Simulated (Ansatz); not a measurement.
Crystal: C.

```
CELL_PARAMETERS angstrom
0.00000 1.78337 1.78337
1.78337 0.00000 1.78337
1.78337 1.78337 0.00000
ATOMIC_POSITIONS crystal
C 0.75000 0.75000 0.75000
C 0.50000 0.50000 0.50000
```

This isn't the form of C at room conditions, which is graphite.

Program: Ansatz 0.2.0. Alike in all runs: cell as given.

Problem. Order these runs on this cell by their pressure, lowest first.
A. level PBE+D4; potentials or basis SSSP efficiency PAW; spin off; k mesh 13 × 13 × 13; cutoff (eV) 612; smearing fixed; mesh quality not flagged
B. level PBEsol0; potentials or basis PseudoDojo stringent (PBEsol files); spin off; k mesh 7 × 7 × 7; cutoff (eV) 1116; smearing fixed; points for each segment of the path 4; mesh quality coarse
C. level BLYP+D3(BJ); potentials or basis SSSP precision PAW; spin collinear, antiferromagnetic start; k mesh 13 × 13 × 13; cutoff (eV) 612; smearing cold 0.15 eV; mesh quality not flagged

Solution. B (-6.9 GPa), A (-3.0 GPa), C (1.4 GPa).

Caveats: some runs use coarse meshes; the potentials were made for another functional, which shifts forces and pressure (some runs); the thresholds are loose for stress (some runs); the starting moments weren't kept (some runs).
